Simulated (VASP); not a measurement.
Write the native input for VASP 6.6.1 that does the following.

```
Task                   : relaxation of cell and atoms
Functional             : PBEsol
Potentials or basis    : VASP PAW PBE potentials, release 64 (Bi_d, Te, Se)
Cutoff                 : 600 eV
k mesh                 : 3 × 2 × 3
Occupations            : gaussian, width 0.02 eV
Spin                   : no spin polarisation
Further INCAR settings : ALGO = Normal; EDIFF = 1e-06; IBRION = 2; EDIFFG = -0.01; NSW = 40; ISIF = 3
```

The structure of Bi4Te3Se3 lies in POSCAR:

```
Bi4Te3Se3
1.0
    2.1605918500      3.7422548600      0.0000000000
   -6.4817755500      3.7422548600      0.0000000000
    0.0000000000     -2.4948365700     10.2852180100
Bi Te Se
4 3 3
Direct
    0.0976525000      0.6992175000      0.1953050000
    0.5976525000      0.1992175000      0.1953050000
    0.4023475000      0.8007825000      0.8046950000
    0.9023475000      0.3007825000      0.8046950000
    0.0000000000      0.0000000000      0.0000000000
    0.5000000000      0.5000000000      0.0000000000
    0.3235725000      0.1078575000      0.6471450000
    0.8235725000      0.6078575000      0.6471450000
    0.1764275000      0.3921425000      0.3528550000
    0.6764275000      0.8921425000      0.3528550000
```

The cell comes from a database or a generator and needn't be the stable form of this composition.

These files were run (other wordings do the same):

INCAR

```
PREC = Accurate
ENCUT = 600
EDIFF = 1E-6
ISMEAR = 0
SIGMA = 0.02
LREAL = F
LASPH = T
NELM = 80
ALGO = Normal
ISIF = 3
LWAVE = F
LCHARG = F
GGA = PS
IBRION = 2
NSW = 40
EDIFFG = -0.01
```

KPOINTS

```
regular mesh
0
Gamma
  3 2 3
```

Potentials or basis: VASP PAW PBE potentials, release 64 (Bi_d, Te, Se).

Run with:

```bash
$ cat potpaw_PBE.64/Bi_d/POTCAR potpaw_PBE.64/Te/POTCAR potpaw_PBE.64/Se/POTCAR > POTCAR
$ mpirun -np 1 vasp_std > vasp.out
```

It gave:

```yaml
Relaxed_volume: 31.05 Å³/atom
Relaxed_cell: a = 4.301 Å, b = 7.348 Å, c = 10.141 Å, α = 97.33°, β = 102.24°, γ = 90.00°
Space_group_after_relaxing_to_0.05_Å: Cm (No. 8)
Energy_gained_by_relaxing: 35.9 meV/atom
Ionic_steps: 36
Pressure_after_relaxing: 0.0 GPa
Largest_force_after_relaxing: 0.010 eV/Å
Band_gap_on_the_k_mesh: 0.34 eV, direct
```

Caveat: the k mesh is coarse (spacing up to 0.50 Å⁻¹), so the values aren't converged; the PAW data sets were made with another functional, which shifts forces and pressure a little; spin-orbit coupling is left out, which as a rule narrows the gap of such compounds by several tenths of an eV; an odd mesh through Γ misses points on the zone boundary, where band edges often lie; this functional lacks dispersion, which binds the layers, so the pressure and a relaxed spacing across them are unreliable.

Run time: 52 min on 1 thread of Intel(R) Xeon(R) 6975P-C (Granite Rapids), on a shared host, peak memory 0.58 GiB.
